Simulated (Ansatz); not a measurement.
PtSe2 (Sudovikovite):

```
CELL_PARAMETERS angstrom
3.72400 0.00000 0.00000
-1.86200 3.22508 0.00000
0.00000 0.00000 5.06200
ATOMIC_POSITIONS crystal
Pt 0.00000 0.00000 0.00000
Se 0.66667 0.33333 0.75000
Se 0.33333 0.66667 0.25000
```

- Program: Ansatz 0.2.0
- Task: relaxation of cell and atoms
- Functional: RPBE
- Dispersion: D3(BJ)
- Potentials or basis: Ansatz PAW
- Cutoff: 420 eV (not typed: the program's choice for these potentials)
- k mesh: 8 × 8 × 5
- Occupations: fermi-dirac, width 0.05 eV
- Spin: no spin polarisation

At the start: volume 20.27 Å³/atom.

Where does the relaxation end?

It ends after 8 steps and the volume is 16.38 Å³/atom (-19.2 %); space group P-3m1 (No. 164, to 0.05 Å).

The path:
| step | energy change (eV) | largest force (eV/Å) | volume (Å³) |
| --- | --- | --- | --- |
| 1 | 0.0000 | 0.2932 | 60.80 |
| 2 | -0.4564 | 0.4820 | 53.51 |
| 3 | -0.6175 | 0.0056 | 50.15 |
| 4 | -0.6666 | 0.3905 | 48.45 |
| 5 | -0.6912 | 0.1056 | 48.92 |
| 6 | -0.6934 | 0.0161 | 49.18 |
| 7 | -0.6935 | 0.0006 | 49.14 |
| 8 | -0.6912 | 0.0006 | 49.14 |

Final structure:
```yaml
crystal:
  lattice:
    - [3.66424, 0.00000, 0.00000]
    - [-1.83212, 3.17332, 0.00000]
    - [0.00000, 0.00000, 4.22586]
  atoms:
    - { symbol: Pt, position: [0.00000, 0.00000, 0.00000] }
    - { symbol: Se, position: [0.66667, 0.33333, 0.70677] }
    - { symbol: Se, position: [0.33333, 0.66667, 0.29323] }
```

Caveat: the volume moved by over 15 % at a fixed basis, so the end points are rough; the plane-wave basis is chosen anew once the cell has moved, so the energies of steps on either side of that aren't comparable; the volume moved by -19 % from the deposited cell, more than functionals usually miss; the PAW data sets come from PBE, with cores solved anew for the run's functional, which leaves a small shift of forces and pressure.
